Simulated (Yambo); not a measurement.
Input of a Yambo 5.3.0 run:

Contents of optics2.in:

```
optics
chi
Chimod= "HARTREE"
% BndsRnXd
 1 | 38 |
%
NGsBlkXd= 3 Ry
% LongDrXd
 0 | 0 | 1 |
%
% QpntsRXd
 1 | 1 |
%
% EnRngeXd
 0 | 20 | eV
%
% DmRngeXd
 0.1 | 0.1 | eV
%
ETStpsXd= 200
```

File scf.in:

```
&CONTROL
  calculation = 'scf'
  prefix = 'pwscf'
  outdir = './tmp'
  pseudo_dir = './pseudo'
/
&SYSTEM
  ibrav = 0
  nat = 3
  ntyp = 2
  ecutwfc = 58
  nbnd = 19
  occupations = 'smearing'
  smearing = 'fd'
  degauss = 0.00367493
  force_symmorphic = .true.
/
&ELECTRONS
  conv_thr = 6d-10
  electron_maxstep = 120
  mixing_beta = 0.5
/
ATOMIC_SPECIES
Ta   180.9479 Ta.upf
S     32.0600 S.upf
CELL_PARAMETERS angstrom
   3.3500000000    0.0000000000    0.0000000000
  -1.6750000000    2.9011851027    0.0000000000
   0.0000000000    0.0000000000    5.8600000000
ATOMIC_POSITIONS crystal
Ta     0.0000000000    0.0000000000    0.0000000000
S      0.6666666667    0.3333333333    0.7500000000
S      0.3333333333    0.6666666667    0.2500000000
K_POINTS automatic
12 12 6 0 0 0
```

nscf.in

```
&CONTROL
  calculation = 'nscf'
  prefix = 'pwscf'
  outdir = './tmp'
  pseudo_dir = './pseudo'
/
&SYSTEM
  ibrav = 0
  nat = 3
  ntyp = 2
  ecutwfc = 58
  nbnd = 43
  occupations = 'smearing'
  smearing = 'fd'
  degauss = 0.00367493
  force_symmorphic = .true.
/
&ELECTRONS
  conv_thr = 1d-08
  diago_full_acc = .true.
  diago_thr_init = 1d-06
/
ATOMIC_SPECIES
Ta   180.9479 Ta.upf
S     32.0600 S.upf
CELL_PARAMETERS angstrom
   3.3500000000    0.0000000000    0.0000000000
  -1.6750000000    2.9011851027    0.0000000000
   0.0000000000    0.0000000000    5.8600000000
ATOMIC_POSITIONS crystal
Ta     0.0000000000    0.0000000000    0.0000000000
S      0.6666666667    0.3333333333    0.7500000000
S      0.3333333333    0.6666666667    0.2500000000
K_POINTS automatic
12 12 6 0 0 0
```

Potentials or basis: PseudoDojo 0.4.1 SR PBE standard.

Command:

```console
$ OMP_NUM_THREADS=1 pw.x -in scf.in > scf.out
$ OMP_NUM_THREADS=1 pw.x -in nscf.in > nscf.out
$ cd tmp/pwscf.save; p2y; mv SAVE ../..; cd ../..
$ OMP_NUM_THREADS=1 yambo
$ OMP_NUM_THREADS=1 yambo -F optics2.in -J optics2 -C optics2_out
```

Predict the band gap on the k mesh, mean-field level.

none (metal or under the smearing width).

Dielectric function (along the field direction of the input):
| energy (eV) | real part | imaginary part |
| --- | --- | --- |
| 0.30 | 6.63 | 0.05 |
| 0.90 | 7.48 | 0.37 |
| 1.61 | 6.08 | 2.25 |
| 2.31 | 5.66 | 2.90 |
| 3.02 | 3.90 | 2.20 |
| 3.62 | 4.81 | 2.09 |
| 4.32 | 4.94 | 1.69 |
| 5.03 | 5.22 | 2.15 |
| 5.73 | 4.66 | 2.73 |
| 6.33 | 5.12 | 2.44 |
| 7.04 | 4.45 | 3.59 |
| 7.74 | 4.63 | 3.86 |
| 8.44 | 4.39 | 4.03 |
| 9.05 | 3.94 | 5.45 |
| 9.75 | 3.39 | 4.75 |
| 10.45 | 2.46 | 5.38 |
| 11.16 | 0.02 | 5.59 |
| 11.76 | -0.99 | 4.94 |
| 12.46 | -1.77 | 3.35 |
| 13.17 | -1.19 | 2.29 |
| 13.87 | -0.65 | 2.15 |
| 14.47 | -0.63 | 2.31 |
| 15.18 | -0.68 | 1.88 |
| 15.88 | -0.62 | 1.45 |
| 16.58 | -0.46 | 1.42 |
| 17.19 | -0.34 | 1.30 |
| 17.89 | -0.34 | 1.17 |
| 18.59 | -0.36 | 1.21 |
| 19.30 | -0.30 | 1.04 |
| 20.00 | -0.40 | 0.88 |

Caveat: the intraband (Drude) term of the metal is left out; the ground state has no gap, which makes the many-body step unreliable; these spectra lack excitons. Spin-orbit coupling is left out, which matters for the levels of Ta.
